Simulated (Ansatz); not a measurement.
FeO (Wuestite): equation of state with PBE+D4

The system is FeO (Wuestite).

```
Fe O
1.0
     0.00000    2.15540    2.15540
     2.15540    0.00000    2.15540
     2.15540    2.15540    0.00000
Fe O
1 1
Direct
  0.00000 0.00000 0.00000
  0.50000 0.50000 0.50000
```

```
Program             : Ansatz 0.2.0
Task                : equation of state
Functional          : PBE
Dispersion          : D4
Potentials or basis : Ansatz PAW
Cutoff              : 420 eV
Density cutoff      : 1680 eV
k mesh              : 11 × 11 × 11
Occupations         : fermi-dirac, width 0.05 eV
Spin                : collinear spin, ferromagnetic start
Starting moments    : [3.0, 0.0] μB
```

| Quantity | Value |
| --- | --- |
| Equilibrium volume | 10.18 Å³/atom (rough: see the caveat) |
| Bulk modulus | 687 GPa (rough) |

Energy against volume, from the lowest point:
```csv
volume (Å³/atom),energy (meV/atom)
9.413,106.73
9.613,98.01
9.813,0.00
10.013,0.74
10.214,8.52
10.414,20.24
10.614,35.55
```

All runs of the series together: 20 s on 2 threads of Arm Neoverse V1 (shared host).

Caveat: the fit is doubtful: noisy points or a state that changes with volume.
